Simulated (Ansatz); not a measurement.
**ZrB: a line through an energy map**

How does the energy of ZrB (Fm-3m, No. 225; 2 atoms in the cell) vary with normal strain along x, at normal strain along z = 7.3 %?

Computed with Ansatz 0.2.0 (DFT LDA, scalar-relativistic, plane waves, PAW, unless a step's input says otherwise).

15 further runs of the same task are left out: 15 set aside as unsound or not needed.

## 1. The system as given

It takes space group Fm-3m (No. 225, cubic). The conventional cell has a = 4.831 Å, b = 4.831 Å, c = 4.831 Å, α = 90.00°, β = 90.00°, γ = 90.00°. Around Zr (site symmetry m-3m) lie 6 B at 2.42 Å. B (site symmetry m-3m) is surrounded by 6 Zr at 2.42 Å.

As a file:

```
Zr B
1.0
     0.00000    2.41539    2.41539
     2.41539    0.00000    2.41539
     2.41539    2.41539    0.00000
Zr B
1 1
Direct
  0.00000 0.00000 0.00000
  0.50000 0.50000 0.50000
```

It is the result of an earlier relaxation at this level (volume 14.09 Å³/atom; gap on the mesh: none (metal)).

## 2. Plan of the line

The energy is mapped over two homogeneous strains (x along [1 0 0], y along [0 1 0], z along [0 0 1] of the conventional cell).

The axes are (1) normal strain along x: 7 values from −7.00 %; (2) normal strain along z: 7 values from −11.0 %.

Nothing else is relaxed (symmetry fixes all fractional coordinates). Energies count from the relaxed crystal. Points are written as (first, second).

## 3. Point (−7.00 %, 7.3 %)

The input, input.yaml:

```yaml
crystal:
  lattice:
    - [0.0, 2.4153850465, 2.5924327704]
    - [2.2463080932, 0.0, 2.5924327704]
    - [2.2463080932, 2.4153850465, 0.0]
  atoms:
    - { symbol: Zr, position: [0.0, 0.0, 0.0] }
    - { symbol: B, position: [0.5, 0.5, 0.5] }
basis:
  ecutwfc: 520.0
kpoints:
  mp_grid: { grid: [16, 16, 16] }
hamiltonian:
  xc: lda
scf:
  occupations: { method: gaussian, width: 0.15 }
output:
  forces: true
  stress: true
  eigenvalues: true
```

Launch:

```sh
ansatz run input.yaml --threads 1 --pin off --max-ram 2048MiB --backend cpu --events-out ev --progress --plain --runs-dir out
```

Standard output, shortened:

```text
Warning: RAYON_NUM_THREADS=1 ignored (pool sized by the plan → 1); use --threads N
[...]
Pseudopotentials: kind: paw
Pseudopotential: Zr, paw, valence charge 12, recommended cutoff 420 eV (normal), Zr.paw.azcp
Pseudopotential: B, paw, valence charge 3, recommended cutoff 420 eV (normal), B.paw.azcp
Functional definition: SPW92
[...]
Crystal: 2 atoms, lattice volume = 28.132 Å³
Basis set: ecut = 520 eV, 761 PW (Γ)
Bands: 12, of which v1, the nominal top of the filled ones, is band 8 counted from 1 (7 counted from 0)
Symmetry: 8 space group operations
Space group: Fmmm (ITA 69), of the structure as read, at distance tolerance 3.0e-5 Å
k-points: 621 of 4096
[...]
SCF iter   1: F=—  HF=-4227.716017 eV  |F-HF|=—  |Δ(HF+E_count)|=         —  Δρ=5.36e-3  dr2=4.13e-3  ethr=1.77e-3  ⟨swp⟩=5.0  Hψ=37359  notcnv=0
[...]
SCF iter   6: F=-4227.715182 eV  HF=-4227.715182 eV  |F-HF|=5.49e-10  |Δ(HF+E_count)|=   5.00e-9  Δρ=3.81e-6  dr2=1.88e-9  ethr=3.23e-10  ⟨swp⟩=3.2  Hψ=24649  notcnv=0
[...]
SCF converged after 6 iterations
Free energy (F): -4227.715182 eV
[...]
E sigma→0 (E₀):  -4227.707367 eV
Entropy (-TS):   -0.015630 eV (-7.815 meV/atom)
Fermi energy:    12.621191 eV
[...]
--- Forces (eV/Å), atoms counted from 1 ---
  atom   1  Zr     0.00000000     0.00000000     0.00000000
  atom   2  B      0.00000000     0.00000000     0.00000000
[...]
--- Stress (GPa, compression-positive) ---
       27.228295       0.000000       0.000000
        0.000000       2.442906       0.000000
        0.000000       0.000000     -17.750905
  P = ⅓ Tr σ = 3.9734 GPa (39.734 kbar)
--- Band table (eV; the first three rows and the last of 621) ---
  k-point 0: bands = ["-34.5442", "-12.4536", "-12.4272", "-12.3668", "4.5538", "13.6725", "14.4064", "15.0420", "15.0916", "15.7618", "16.0693", "16.2262"]
[...]
```

It took 15 s on 1 thread of Arm Neoverse V1, shared host; peak memory 0.53 GiB.

Energy on the map's scale: 148 meV/atom.

## 4. Point (−4.67 %, 7.3 %)

input.yaml: that of step 3 with these lines changed.

```diff
@@ -3,4 +3,4 @@
     - [0.0, 2.4153850465, 2.5924327704]
-    - [2.2463080932, 0.0, 2.5924327704]
-    - [2.2463080932, 2.4153850465, 0.0]
+    - [2.3025865648, 0.0, 2.5924327704]
+    - [2.3025865648, 2.4153850465, 0.0]
   atoms:
@@ -20 +20,5 @@
   eigenvalues: true
+  write_density: true
+  write_potential: true
+  elf: true
+  volumetric_format: npy
```

Launch:

```sh
ansatz run input.yaml --threads 1 --pin off --max-ram 2048MiB --backend cpu --events-out ev --progress --plain --runs-dir out
```

Standard output, shortened:

```text
Warning: RAYON_NUM_THREADS=1 ignored (pool sized by the plan → 1); use --threads N
[...]
[... 4 set-up lines as earlier in the session ...]
[...]
Crystal: 2 atoms, lattice volume = 28.836 Å³
Basis set: ecut = 520 eV, 793 PW (Γ)
Bands: 12, of which v1, the nominal top of the filled ones, is band 8 counted from 1 (7 counted from 0)
[... 1 set-up line as earlier in the session ...]
Space group: Fmmm (ITA 69), of the structure as read, at distance tolerance 3.1e-5 Å
k-points: 621 of 4096
[...]
SCF iter   1: F=—  HF=-4227.811023 eV  |F-HF|=—  |Δ(HF+E_count)|=         —  Δρ=5.21e-3  dr2=3.46e-3  ethr=1.77e-3  ⟨swp⟩=5.0  Hψ=37224  notcnv=0
[...]
SCF iter   6: F=-4227.810326 eV  HF=-4227.810326 eV  |F-HF|=3.13e-9  |Δ(HF+E_count)|=   5.26e-9  Δρ=6.55e-6  dr2=5.44e-9  ethr=3.74e-10  ⟨swp⟩=6.1  Hψ=40677  notcnv=0
[...]
SCF converged after 6 iterations
Free energy (F): -4227.810326 eV
[...]
E sigma→0 (E₀):  -4227.803137 eV
Entropy (-TS):   -0.014378 eV (-7.189 meV/atom)
Fermi energy:    12.228512 eV
[...]
--- Forces (eV/Å), atoms counted from 1 ---
  atom   1  Zr    -0.00000000     0.00000000     0.00000000
  atom   2  B      0.00000000    -0.00000000    -0.00000000
[...]
--- Stress (GPa, compression-positive) ---
       15.992226       0.000000      -0.000000
        0.000000      -0.077053      -0.000000
       -0.000000      -0.000000     -19.205174
  P = ⅓ Tr σ = -1.0967 GPa (-10.967 kbar)
--- Band table (eV; the first three rows and the last of 621) ---
  k-point 0: bands = ["-35.0122", "-12.9089", "-12.8981", "-12.8588", "4.2405", "13.3682", "14.0742", "14.5128", "14.7428", "15.4109", "15.7116", "15.8040"]
[...]
```

Wall time 21 s (1 thread of Arm Neoverse V1, shared host); peak memory 0.52 GiB.

The maps below are laid out on this run's own conventional cell (a, b, c = 4.605, 4.831, 5.185 Å).

Density in a lattice plane of the grid's cell (edges 4.61 and 5.18 Å, at 0.000 of the third edge), which holds Zr and B.

Values in e/Å³, 12 rows by 10 columns:
```
3.99 2.77 0.63 0.39 0.61 0.63 0.61 0.39 0.63 2.77
1.24 0.68 0.24 0.23 0.35 0.43 0.35 0.23 0.24 0.68
0.30 0.24 0.17 0.17 0.24 0.30 0.24 0.17 0.17 0.24
0.43 0.35 0.23 0.24 0.68 1.24 0.68 0.24 0.23 0.35
0.63 0.61 0.39 0.63 2.77 3.99 2.77 0.63 0.39 0.61
0.26 0.69 0.50 1.04 3.84 2.70 3.84 1.04 0.50 0.69
0.63 0.61 0.39 0.63 2.77 3.99 2.77 0.63 0.39 0.61
0.43 0.35 0.23 0.24 0.68 1.24 0.68 0.24 0.23 0.35
0.30 0.24 0.17 0.17 0.24 0.30 0.24 0.17 0.17 0.24
1.24 0.68 0.24 0.23 0.35 0.43 0.35 0.23 0.24 0.68
3.99 2.77 0.63 0.39 0.61 0.63 0.61 0.39 0.63 2.77
2.70 3.84 1.04 0.50 0.69 0.26 0.69 0.50 1.04 3.84
```
Columns run along the first of these edges and rows up along the second, over one cell in 10 and 12 even steps from the bottom left corner. Atoms in the plane (fractional): Zr at (0.00, 0.00), Zr at (0.50, 0.50), B at (0.00, 0.50), B at (0.50, 0.00).

ELF in the same plane.

Ten even steps from ' ' (0.00) to '@' (0.79):
```
==**@@@@##==++%%%%++::  ::++%%%%++==**@@@@**
@@@@@@##==::==%%@@%%**++**%%@@%%==::==##@@@@
@@%%##==::::==##@@@@@@@@@@@@@@##==::::==##%%
==--::....::==++**##########**++==::....::--
--------------------------------------------
######**++==::....::--==--::....::==++**####
@@@@@@@@##==::::==##%%@@%%##==::::==##@@@@@@
++**%%@@%%==::==##@@@@@@@@@@##==::==%%@@%%**
  ::++%%%%++==##@@@@**==**@@@@**==++%%%%++::
    ==%%%%++==##@@%%::  ::%%@@##==++%%%%==  
  ::++%%%%++==**@@@@**==**@@@@##==++%%%%++::
++**%%@@%%==::==##@@@@@@@@@@##==::==%%@@%%**
@@@@@@@@##==::::==##%%@@%%##==::::==##@@@@@@
######**++==::....::--==--::....::==++**####
--------------------------------------------
==--::....::==++**##########**++==::....::--
@@%%##==::::==##@@@@@@@@@@@@@@##==::::==##%%
@@@@@@##==::==%%@@%%**++**%%@@%%==::==##@@@@
==**@@@@**==++%%%%++::  ::++%%%%++==##@@@@**
  ::%%@@##==++%%%%==      ==%%%%++==##@@%%::
```
Columns run along the first of these edges and rows up along the second, over one cell in 22 and 20 even steps from the bottom left corner. Atoms in the plane (fractional): Zr at (0.00, 0.00), Zr at (0.50, 0.50), B at (0.00, 0.50), B at (0.50, 0.00).

Both are smooth fields of the valence electrons: close to the nuclei they are not physical.

Maxima of ELF outside the ion cores: 0.77 beside B, off the lines to its neighbours, 0.8 Å from B.

On the map this point reads 100 meV/atom.

## 5. Point (−2.33 %, 7.3 %)

input.yaml: that of step 4 with these lines changed.

```diff
@@ -3,4 +3,4 @@
     - [0.0, 2.4153850465, 2.5924327704]
-    - [2.3025865648, 0.0, 2.5924327704]
-    - [2.3025865648, 2.4153850465, 0.0]
+    - [2.3591065749, 0.0, 2.5924327704]
+    - [2.3591065749, 2.4153850465, 0.0]
   atoms:
@@ -20,5 +20 @@
   eigenvalues: true
-  write_density: true
-  write_potential: true
-  elf: true
-  volumetric_format: npy
```

Launch:

```sh
ansatz run input.yaml --threads 1 --pin off --max-ram 2048MiB --backend cpu --events-out ev --progress --plain --runs-dir out
```

Standard output, shortened:

```text
[...]
SCF converged after 6 iterations
Free energy (F): -4227.856617 eV
[...]
E sigma→0 (E₀):  -4227.849524 eV
Entropy (-TS):   -0.014187 eV (-7.093 meV/atom)
Fermi energy:    11.876344 eV
[...]
--- Forces (eV/Å), atoms counted from 1 ---
  atom   1  Zr     0.00000000     0.00000000    -0.00000000
  atom   2  B      0.00000000     0.00000000    -0.00000000
[...]
--- Stress (GPa, compression-positive) ---
        5.193099       0.000000       0.000000
        0.000000      -2.135281       0.000000
        0.000000       0.000000     -20.228422
  P = ⅓ Tr σ = -5.7235 GPa (-57.235 kbar)
--- Band table (eV; the first three rows and the last of 621) ---
  k-point 0: bands = ["-35.4637", "-13.3688", "-13.3393", "-13.3267", "3.9459", "13.0781", "13.7560", "13.9668", "14.4468", "15.0680", "15.3608", "15.3618"]
[...]
```

Run time: 15 s. Hardware: 1 thread of Arm Neoverse V1, shared host; peak memory 0.54 GiB.

On the map this point reads 77 meV/atom.

## 6. Grid point (0.00 %, 7.3 %)

input.yaml: that of step 5 with these lines changed.

```diff
@@ -3,4 +3,4 @@
     - [0.0, 2.4153850465, 2.5924327704]
-    - [2.3591065749, 0.0, 2.5924327704]
-    - [2.3591065749, 2.4153850465, 0.0]
+    - [2.4153850465, 0.0, 2.5924327704]
+    - [2.4153850465, 2.4153850465, 0.0]
   atoms:
```

Launch:

```sh
ansatz run input.yaml --threads 1 --pin off --max-ram 2048MiB --backend cpu --events-out ev --progress --plain --runs-dir out
```

Standard output, shortened:

```text
Warning: RAYON_NUM_THREADS=1 ignored (pool sized by the plan → 1); use --threads N
[...]
[... 4 set-up lines as earlier in the session ...]
[...]
Crystal: 2 atoms, lattice volume = 30.249 Å³
Basis set: ecut = 520 eV, 821 PW (Γ)
Bands: 12, of which v1, the nominal top of the filled ones, is band 8 counted from 1 (7 counted from 0)
Symmetry: 16 space group operations
Space group: I4/mmm (ITA 139), of the structure as read, at distance tolerance 3.1e-5 Å
k-points: 349 of 4096
[...]
SCF iter   1: F=—  HF=-4227.859347 eV  |F-HF|=—  |Δ(HF+E_count)|=         —  Δρ=4.74e-3  dr2=2.78e-3  ethr=1.77e-3  ⟨swp⟩=5.0  Hψ=20789  notcnv=0
[...]
SCF iter   6: F=-4227.858773 eV  HF=-4227.858773 eV  |F-HF|=6.55e-9  |Δ(HF+E_count)|=   3.10e-9  Δρ=8.59e-6  dr2=1.05e-8  ethr=4.46e-10  ⟨swp⟩=2.6  Hψ=14847  notcnv=0
[...]
SCF converged after 6 iterations
Free energy (F): -4227.858773 eV
[...]
E sigma→0 (E₀):  -4227.851624 eV
Entropy (-TS):   -0.014299 eV (-7.149 meV/atom)
Fermi energy:    11.548582 eV
[...]
--- Forces (eV/Å), atoms counted from 1 ---
  atom   1  Zr    -0.00000000     0.00000000     0.00000000
  atom   2  B      0.00000000     0.00000000     0.00000000
[...]
--- Stress (GPa, compression-positive) ---
       -3.928054       0.000000       0.000000
        0.000000      -3.928054       0.000000
        0.000000       0.000000     -21.019846
  P = ⅓ Tr σ = -9.6253 GPa (-96.253 kbar)
--- Band table (eV; the first three rows and the last of 349) ---
  k-point 0: bands = ["-35.8968", "-13.8064", "-13.7709", "-13.7709", "3.6700", "12.8027", "13.4533", "13.4533", "14.1521", "14.7348", "14.9083", "15.0186"]
[...]
```

It took 9.3 s on 1 thread of Arm Neoverse V1, shared host; peak memory 0.43 GiB.

That is 76 meV/atom from the zero.

## 7. The run at (2.33 %, 7.3 %)

input.yaml: that of step 6 with these lines changed.

```diff
@@ -3,4 +3,4 @@
     - [0.0, 2.4153850465, 2.5924327704]
-    - [2.4153850465, 0.0, 2.5924327704]
-    - [2.4153850465, 2.4153850465, 0.0]
+    - [2.4716635181, 0.0, 2.5924327704]
+    - [2.4716635181, 2.4153850465, 0.0]
   atoms:
```

Launch:

```sh
ansatz run input.yaml --threads 1 --pin off --max-ram 2048MiB --backend cpu --events-out ev --progress --plain --runs-dir out
```

Standard output, shortened:

```text
[...]
SCF converged after 6 iterations
Free energy (F): -4227.824461 eV
[...]
E sigma→0 (E₀):  -4227.817398 eV
Entropy (-TS):   -0.014126 eV (-7.063 meV/atom)
Fermi energy:    11.236263 eV
[...]
--- Forces (eV/Å), atoms counted from 1 ---
  atom   1  Zr     0.00000000     0.00000000     0.00000000
  atom   2  B      0.00000000     0.00000000     0.00000000
[...]
--- Stress (GPa, compression-positive) ---
      -11.412147       0.000000       0.000000
        0.000000      -5.491414       0.000000
        0.000000       0.000000     -21.659405
  P = ⅓ Tr σ = -12.8543 GPa (-128.543 kbar)
--- Band table (eV; the first three rows and the last of 621) ---
  k-point 0: bands = ["-36.3134", "-14.2246", "-14.1946", "-14.1929", "3.4095", "12.5397", "12.9677", "13.1636", "13.8525", "14.4097", "14.4514", "14.5796"]
[...]
```

It took 16 s on 1 thread of Arm Neoverse V1, shared host; peak memory 0.55 GiB.

On the map this point reads 93 meV/atom.

## 8. Point (4.67 %, 7.3 %)

input.yaml: that of step 7 with these lines changed.

```diff
@@ -3,4 +3,4 @@
     - [0.0, 2.4153850465, 2.5924327704]
-    - [2.4716635181, 0.0, 2.5924327704]
-    - [2.4716635181, 2.4153850465, 0.0]
+    - [2.5281835282, 0.0, 2.5924327704]
+    - [2.5281835282, 2.4153850465, 0.0]
   atoms:
```

Launch:

```sh
ansatz run input.yaml --threads 1 --pin off --max-ram 2048MiB --backend cpu --events-out ev --progress --plain --runs-dir out
```

Standard output, shortened:

```text
[...]
SCF converged after 6 iterations
Free energy (F): -4227.760208 eV
[...]
E sigma→0 (E₀):  -4227.753209 eV
Entropy (-TS):   -0.013998 eV (-6.999 meV/atom)
Fermi energy:    10.935588 eV
[...]
--- Forces (eV/Å), atoms counted from 1 ---
  atom   1  Zr     0.00000000     0.00000000     0.00000000
  atom   2  B      0.00000000     0.00000000     0.00000000
[...]
--- Stress (GPa, compression-positive) ---
      -17.439583       0.000000       0.000000
        0.000000      -6.846951       0.000000
        0.000000       0.000000     -22.187808
  P = ⅓ Tr σ = -15.4914 GPa (-154.914 kbar)
--- Band table (eV; the first three rows and the last of 621) ---
  k-point 0: bands = ["-36.7153", "-14.6256", "-14.6054", "-14.6002", "3.1617", "12.2868", "12.5064", "12.8847", "13.5351", "14.0070", "14.0913", "14.1711"]
[...]
```

Wall time 16 s (1 thread of Arm Neoverse V1, shared host); peak memory 0.55 GiB.

That is 125 meV/atom from the zero.

## 9. Point (7.00 %, 7.3 %)

input.yaml: that of step 8 with these lines changed.

```diff
@@ -3,4 +3,4 @@
     - [0.0, 2.4153850465, 2.5924327704]
-    - [2.5281835282, 0.0, 2.5924327704]
-    - [2.5281835282, 2.4153850465, 0.0]
+    - [2.5844619998, 0.0, 2.5924327704]
+    - [2.5844619998, 2.4153850465, 0.0]
   atoms:
```

Launch:

```sh
ansatz run input.yaml --threads 1 --pin off --max-ram 2048MiB --backend cpu --events-out ev --progress --plain --runs-dir out
```

Standard output, shortened:

```text
[...]
SCF converged after 6 iterations
Free energy (F): -4227.672748 eV
[...]
E sigma→0 (E₀):  -4227.665642 eV
Entropy (-TS):   -0.014212 eV (-7.106 meV/atom)
Fermi energy:    10.648049 eV
[...]
--- Forces (eV/Å), atoms counted from 1 ---
  atom   1  Zr     0.00000000     0.00000000     0.00000000
  atom   2  B      0.00000000     0.00000000     0.00000000
[...]
--- Stress (GPa, compression-positive) ---
      -22.117320       0.000000       0.000000
        0.000000      -8.023181       0.000000
        0.000000       0.000000     -22.626485
  P = ⅓ Tr σ = -17.5890 GPa (-175.890 kbar)
--- Band table (eV; the first three rows and the last of 621) ---
  k-point 0: bands = ["-37.0990", "-15.0067", "-15.0038", "-14.9851", "2.9273", "12.0454", "12.0717", "12.6184", "13.1803", "13.6070", "13.7827", "13.7915"]
[...]
```

Wall time 16 s (1 thread of Arm Neoverse V1, shared host); peak memory 0.56 GiB.

That is 169 meV/atom from the zero.

## 10. Changing settings: ecutrho_ratio 9, occupations.method methfessel_paxton, occupations.width 0.05, chi_scale 0.1

input.yaml: that of step 9 with these lines changed.

```diff
@@ -10,2 +10,3 @@
   ecutwfc: 520.0
+  ecutrho_ratio: 9
 kpoints:
@@ -15,6 +16,7 @@
 scf:
-  occupations: { method: gaussian, width: 0.15 }
+  occupations: { method: methfessel_paxton, width: 0.05 }
+  initial_density: { chi_scale: 0.1 }
 output:
   forces: true
+  eigenvalues: true
   stress: true
-  eigenvalues: true
```

Launch:

```sh
ansatz run input.yaml --threads 1 --pin off --max-ram 2048MiB --backend cpu --events-out ev --progress --plain --runs-dir out
```

Standard output, shortened:

```text
Warning: RAYON_NUM_THREADS=1 ignored (pool sized by the plan → 1); use --threads N
[...]
[... 4 set-up lines as earlier in the session ...]
[...]
Crystal: 2 atoms, lattice volume = 32.366 Å³
Basis set: ecut = 520 eV, 885 PW (Γ)
Bands: 12, of which v1, the nominal top of the filled ones, is band 8 counted from 1 (7 counted from 0)
[... 1 set-up line as earlier in the session ...]
Space group: Fmmm (ITA 69), of the structure as read, at distance tolerance 3.2e-5 Å
k-points: 621 of 4096
[...]
SCF iter   1: F=—  HF=-4228.143607 eV  |F-HF|=—  |Δ(HF+E_count)|=         —  Δρ=5.46e-2  dr2=1.73e0  ethr=3.10e-3  ⟨swp⟩=5.0  Hψ=37323  notcnv=0
[...]
Free energy (F): -4227.666155 eV
[...]
E sigma→0 (E₀):  -4227.666162 eV
Entropy (-TS):   0.000029 eV (0.014 meV/atom)
Fermi energy:    10.633266 eV
Step filling:    the computed levels leave a gap of 0.0004 eV = 0.0 smearing widths at the electron count; against every level under it full and every level over it empty, smearing changes F+E_penalty+E_count by +0.030 meV and its σ→0 estimate by +0.023 meV
[...]
--- Forces (eV/Å), atoms counted from 1 ---
  atom   1  Zr     0.00000000     0.00000000     0.00000000
  atom   2  B      0.00000000     0.00000000     0.00000000
[...]
--- Stress (GPa, compression-positive) ---
      -22.144444       0.000000       0.000000
        0.000000      -8.098854       0.000000
        0.000000       0.000000     -22.660817
  P = ⅓ Tr σ = -17.6347 GPa (-176.347 kbar)
--- Band table (eV; the first three rows and the last of 621) ---
  k-point 0: bands = ["-37.0985", "-15.0063", "-15.0034", "-14.9844", "2.9269", "12.0460", "12.0721", "12.6184", "13.1803", "13.6074", "13.7814", "13.7903"]
[...]
```

Wall time 22 s (1 thread of Arm Neoverse V1, shared host); peak memory 0.57 GiB.

```tsv
run	ending	energy change	pressure (GPa)	gap (eV)	force (eV/Å)	cycles	time
step 9	converged	0	-17.6	0.00	0.00	6	16 s
variant	converged	-0.3 meV/atom (σ→0)	-17.6	0.00	0.00	6	22 s
```

Changing the smearing and start hardly moves the energy: -0.3 meV/atom.

## 11. Results

```
normal strain along x (%)  step  energy (meV/atom)  slope (meV/atom per %)  pressure (GPa)
                    −7.00     3                148                   −25.7             4.0
                    −4.67     4                100                   −15.1            −1.1
                    −2.33     5                 77                    −4.9            −5.7
                     0.00     6                 76                     3.7            −9.6
                     2.33     7                 93                    10.8           −12.9
                     4.67     8                125                    16.5           −15.5
                     7.00     9                169                    20.9           −17.6
```

Energies count from the relaxed crystal. Slopes come from the forces (and the stress, where the cell changes), not from differences of energies.

```tsv
run	outcome
step 10, run with ecutrho_ratio 9, occupations.method methfessel_paxton, occupations.width 0.05, chi_scale 0.1 (against step 9)	-0.3 meV/atom
```

What this shows: Along the line the energy is lowest at 0.00 %, 76 meV/atom from the zero. A fit to energies and slopes at the lowest point and its two neighbours puts the minimum at −1.060 %, with a curvature of about 3.7 meV/atom per %². Divided by the reference volume, that is a stiffness of about 420 GPa for this pattern of strain. The highest point computed, at 7.00 %, lies 93 meV/atom above the lowest. This is one cut through a surface in two coordinates; the map's lowest point lies off it.
